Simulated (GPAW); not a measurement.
Crystal: HfO2.

```
Hf O
1.0
     0.00000    2.55750    2.55750
     2.55750    0.00000    2.55750
     2.55750    2.55750    0.00000
Hf O
1 2
Direct
  0.00000 0.00000 0.00000
  0.75000 0.75000 0.75000
  0.25000 0.25000 0.25000
```

Measurements of this composition are mostly on another form, of space group No. 14.

| Quantity | Value |
| --- | --- |
| Program | GPAW 26.7.0 |
| Task | relaxation of cell and atoms |
| Functional | LDA |
| Potentials or basis | the program's PAW data sets (release 1.2.1) made for this functional |
| Cutoff | 800 eV |
| Basis | pw |
| k mesh | 9 × 9 × 9 |
| Occupations | fermi-dirac, width 0.05 eV |
| Spin | no spin polarisation |

At the start: pressure -17.6 GPa; volume 11.15 Å³/atom.

Question: Where does the relaxation end?

Answer: Over 4 steps the energy falls by 43.6 meV/atom and the volume is 10.39 Å³/atom (-6.8 %); space group Fm-3m (No. 225, to 0.05 Å).

Step by step:
```
step  energy change (eV)  largest force (eV/Å)  pressure (GPa)  volume (Å³)
   1              0.0000                0.0000          -17.56        33.46
   2             -0.0562                0.0000          -13.72        32.88
   3             -0.1300                0.0000            1.33        31.03
   4             -0.1307                0.0000           -0.08        31.18
```

Final structure:
```cif
data_structure
_symmetry_space_group_name_H-M 'P 1'
_symmetry_Int_Tables_number 1
_cell_length_a 3.5330
_cell_length_b 3.5330
_cell_length_c 3.5330
_cell_angle_alpha 60.000
_cell_angle_beta 60.000
_cell_angle_gamma 60.000
_cell_volume 31.18
loop_
_atom_site_label
_atom_site_type_symbol
_atom_site_fract_x
_atom_site_fract_y
_atom_site_fract_z
_atom_site_occupancy
Hf1 Hf 0.00000 0.00000 0.00000 1
O1 O 0.75000 0.75000 0.75000 1
O2 O 0.25000 0.25000 0.25000 1
```

Caveat: later steps reuse the first step's grids.
